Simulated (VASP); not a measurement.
Set up this calculation in VASP 6.6.1, as the native input.

```
Task                               : band structure
Functional                         : HSE06
Potentials or basis                : VASP PAW PBE potentials, release 64 (Mg, O)
Cutoff                             : 520 eV
k mesh                             : 10 × 10 × 10
Occupations                        : gaussian, width 0.02 eV
Spin                               : no spin polarisation
Grid for exact exchange (PRECFOCK) : Fast
Screening parameter                : 0.2 1/A
Further INCAR settings             : ALGO = Normal; EDIFF = 1e-07
```

Crystal: MgO.

```
Mg O
1.0
     0.00000    2.10490    2.10490
     2.10490    0.00000    2.10490
     2.10490    2.10490    0.00000
Mg O
1 1
Cartesian
  0.0000 0.0000 0.0000
  2.1049 2.1049 2.1049
```

These files were run (other wordings do the same):

POSCAR

```
MgO                                     
1.0
    0.0000000000      2.1048952452      2.1048952452
    2.1048952452      0.0000000000      2.1048952452
    2.1048952452      2.1048952452      0.0000000000
  Mg              O             
     1     1
Direct
     0.0000000000000000    0.0000000000000000    0.0000000000000000
     0.5000000000000000    0.5000000000000000    0.5000000000000000
```

INCAR.step1

```
SYSTEM = MgO
PREC     = Accurate       ! precision mode
ENCUT    = 520            ! plane-wave cutoff, eV
EDIFF    = 1E-5           ! SCF threshold, eV
ISMEAR   = 0              ! smearing method
SIGMA    = 0.02           ! smearing width, eV
LREAL    = .False.        ! projectors in reciprocal space
LASPH    = .True.         ! aspherical terms in the spheres
NELM     = 80             ! most SCF steps
ALGO     = Normal         ! electronic algorithm
ISIF     = 2              ! what is computed and relaxed
LWAVE    = .True.         ! write WAVECAR
LCHARG   = .False.        ! write CHGCAR
KPAR     = 4            
GGA      = PE             ! functional
```

INCAR.step2

```
SYSTEM = MgO
PREC     = Accurate       ! precision mode
ENCUT    = 520            ! plane-wave cutoff, eV
EDIFF    = 1E-7           ! SCF threshold, eV
ISMEAR   = 0              ! smearing method
SIGMA    = 0.02           ! smearing width, eV
LREAL    = .False.        ! projectors in reciprocal space
LASPH    = .True.         ! aspherical terms in the spheres
NELM     = 80             ! most SCF steps
ALGO     = Normal         ! electronic algorithm
ISIF     = 2              ! what is computed and relaxed
LWAVE    = .False.        ! write WAVECAR
LCHARG   = .False.        ! write CHGCAR
GGA      = PE             ! functional
LHFCALC  = .True.         ! exact exchange
HFSCREEN = 0.2            ! screening, 1/A
PRECFOCK = Fast         
KPAR     = 4            
ISTART   = 1
```

KPOINTS

```
regular mesh
0
Gamma
  10 10 10
  0 0 0
```

KPOINTS_OPT

```
path GXWKGLUWLK,UX
8
line-mode
reciprocal
 0.0000000000  0.0000000000  0.0000000000  G
 0.5000000000  0.0000000000  0.5000000000  X

 0.5000000000  0.0000000000  0.5000000000  X
 0.5000000000  0.2500000000  0.7500000000  W

 0.5000000000  0.2500000000  0.7500000000  W
 0.3750000000  0.3750000000  0.7500000000  K

 0.3750000000  0.3750000000  0.7500000000  K
 0.0000000000  0.0000000000  0.0000000000  G

 0.0000000000  0.0000000000  0.0000000000  G
 0.5000000000  0.5000000000  0.5000000000  L

 0.5000000000  0.5000000000  0.5000000000  L
 0.6250000000  0.2500000000  0.6250000000  U

 0.6250000000  0.2500000000  0.6250000000  U
 0.5000000000  0.2500000000  0.7500000000  W

 0.5000000000  0.2500000000  0.7500000000  W
 0.5000000000  0.5000000000  0.5000000000  L

 0.5000000000  0.5000000000  0.5000000000  L
 0.3750000000  0.3750000000  0.7500000000  K

 0.6250000000  0.2500000000  0.6250000000  U
 0.5000000000  0.0000000000  0.5000000000  X
```

Potentials or basis: VASP PAW PBE potentials, release 64 (Mg, O).

Command:

```console
$ cat potpaw_PBE.64/Mg/POTCAR potpaw_PBE.64/O/POTCAR > POTCAR
$ cp INCAR.step1 INCAR
$ mpirun -np 4 vasp_std > vasp.out
$ cp INCAR.step2 INCAR
$ mpirun -np 4 vasp_std > vasp.out
```

It gave:

```
Pressure                : -1.3 GPa
Band gap on the k mesh  : 6.48 eV, direct
Band gap along the path : 6.48 eV, direct
```

Caveat: the PAW data sets were made with another functional, which shifts forces and pressure a little.

Run time: 8.6 min on 4 MPI ranks on Intel(R) Xeon(R) 6975P-C (Granite Rapids) (shared host), peak memory 0.32 GiB a rank.
